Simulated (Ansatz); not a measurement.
All numbers below come from DFT PBE, scalar-relativistic, plane waves, PAW (Ansatz). Settings: cutoff 420 eV, Γ-centred meshes spaced at most about 0.3 Å⁻¹, and about 0.25 Å⁻¹ or finer for metals (2π included), Gaussian smearing. No spin polarisation in the final relaxations.

All energies are static (0 K, no zero-point motion). All come from trial cells, and lower structures may exist.

Task: These unrelaxed guesses for SiC are each relaxed within their symmetry. Order them by the energy at which they end, lowest first.
1.

```
Si C
1.0
    -2.27339    2.39206    1.28768
     2.27339   -2.39206    1.28768
     2.27339    2.39206   -1.28768
Si C
1 1
Direct
  0.44300 0.94300 0.50000
  0.05700 0.05700 0.00000
```

2.

```
Si C
1.0
     1.35281    0.78105    4.41826
    -1.35281    0.78105    4.41826
     0.00000   -1.56209    4.41826
Si C
1 1
Direct
  0.50000 0.50000 0.50000
  0.00000 0.00000 0.00000
```

3.

```
Si C
1.0
     2.39842   -1.39179    0.00000
     2.39842    1.39179    0.00000
    -0.29287    0.00000    4.19553
Si C
1 1
Direct
  0.83382 0.83382 0.50009
  0.16618 0.16618 0.49990
```

Result: 1 (ends in F-43m, zinc blende type, 0 meV/atom), 3 (ends in R3m, 0.49 eV/atom), 2 (ends in Fm-3m, rock salt type, 0.74 eV/atom).

No dispersion correction is applied, so the spacing and binding between layers, chains or molecules are poorly described (R3m), and this can change margins and order among such cells. With atoms moved at random, F-43m came back. Other cells relaxed within their symmetry can be saddle points. The part of the Crystallography Open Database at hand lists SiC in space groups No. 36, 156, 160, 186, 216; sharing a group (F-43m and R3m) doesn't make a cell the listed structure. Some structure types and database cells were kept out of the candidates from the start, so a known form may be missing.
